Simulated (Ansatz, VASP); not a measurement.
## SiO2: VASP beside Ansatz

```
Si O
1.0
     4.18541    0.00000    0.00000
     0.00000    4.18541    0.00000
     0.00000    0.00000    2.66874
Si O
2 4
Direct
  0.50000 0.50000 0.50000
  0.00000 0.00000 0.00000
  0.69389 0.69389 0.00000
  0.19389 0.80611 0.50000
  0.30611 0.30611 0.00000
  0.80611 0.19389 0.50000
```

The cell comes from a database or a generator and needn't be the stable form of this composition.

Alike in both runs: task single point; functional r2SCAN; k mesh 6 × 6 × 8; occupations gaussian, width 0.05 eV; no spin polarisation.

|  | VASP | Ansatz |
| --- | --- | --- |
| version | VASP 6.6.1 | Ansatz 0.2.0 |
| potentials or method | VASP PAW PBE potentials, release 64 (Si, O) | scalar-relativistic, plane waves, PAW |
| plane-wave cutoff (eV) | 520 | 500 |
| valence electrons in the cell | 32 | 32 |

|  | VASP | Ansatz | Ansatz less VASP |
| --- | --- | --- | --- |
| gap on the k mesh at the Fermi level (eV) | 6.51 | 6.51 | +0.003 |
| least direct gap on the mesh (eV) | 6.51 | 6.51 | +0.003 |
| pressure (GPa) | 0.4 | 0.0 | -0.41 |
| largest component of the traceless stress (GPa) | 0.62 | 0.02 | -0.600 |
| rms of the force components (eV/Å) | 0.011 | 0.001 | -0.0101 |

Atom by atom the forces differ by 0.010 eV/Å (rms over components). The functional is the same, so the differences come from potentials, cutoffs and numerics.

Caveats: the PAW data sets were made with another functional, which shifts forces and pressure a little (VASP). r2SCAN opens gaps a little over a GGA but as a rule still falls short of measured ones. A k mesh can miss the band edges.
